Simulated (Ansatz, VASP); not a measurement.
Two plane-wave programs on Pt

Contents of INCAR:

```
SYSTEM = Pt
ALGO = Normal ; EDIFF = 1E-6
ENCUT = 520 ; GGA = CA
ISIF = 2 ; ISMEAR = -1
LASPH = .TRUE. ; LCHARG = .FALSE.
LREAL = .FALSE. ; LWAVE = .FALSE.
NBANDS = 22 ; NELM = 100
PREC = Accurate ; SIGMA = 0.1
```

File KPOINTS:

```
k-points
0
G
  9 9 13
  0 0 0
```

File POSCAR:

```
Pt
1.0
    4.5613726430      0.0000000000      0.0000000000
   -2.2806863215      3.9502645850      0.0000000000
    0.0000000000      0.0000000000      2.7176198882
Pt
3
Direct
    1.0000000000      1.0000000000      1.0000000000
    0.3333333333      0.6666666667      0.5000000000
    0.6666666667      0.3333333333      0.5000000000
```

Input for Ansatz:

```yaml
crystal:
  lattice:
    - [4.561372643, 0.0, 0.0]
    - [-2.2806863215, 3.950264585, 0.0]
    - [0.0, 0.0, 2.7176198882]
  atoms:
    - { symbol: Pt, position: [1.0, 1.0, 1.0] }
    - { symbol: Pt, position: [0.3333333333, 0.6666666667, 0.5] }
    - { symbol: Pt, position: [0.6666666667, 0.3333333333, 0.5] }
hamiltonian:
  xc: lda
  pseudopotentials:
    kind: paw
    azcp:
      Pt: "pseudopotentials/Pt.paw.azcp"
basis:
  ecutwfc: 420
  fft_grid_basis: typed
kpoints:
  mp_grid: { grid: [9, 9, 13], shift: [0, 0, 0] }
magnetization:
  spin_polarized: false
scf:
  occupations: { method: fermi_dirac, width: 0.1 }
  lower_state_search: "off"
output:
  stress: true
  write_density: true
  write_potential: true
  elf: true
  volumetric_format: npy
```

Alike in both runs: task single point; functional LDA; k mesh 9 × 9 × 13; occupations fermi-dirac, width 0.1 eV; no spin polarisation.

|  | VASP | Ansatz |
| --- | --- | --- |
| version | VASP 6.6.1 | Ansatz 0.2.0 |
| potentials or method | VASP PAW LDA potentials, release 64 (Pt) | plane waves (420 eV) with PAW, scalar-relativistic |
| plane-wave cutoff (eV) | 520 | 420 |
| valence electrons in the cell | 30 | 54 |

|  | VASP | Ansatz | Ansatz less VASP |
| --- | --- | --- | --- |
| pressure (GPa) | -17.6 | -18.1 | -0.48 |
| largest component of the traceless stress (GPa) | 0.61 | 0.60 | -0.004 |

The two sets of potentials don't hold the same shells in valence. Ansatz warned: «pseudo_functional_mismatch».

Caveats: so large a pressure means that the cell lies far from this level's equilibrium, or that cutoff or potentials fall short (VASP). The runs have no spin-orbit coupling, so splittings on Pt are missing.
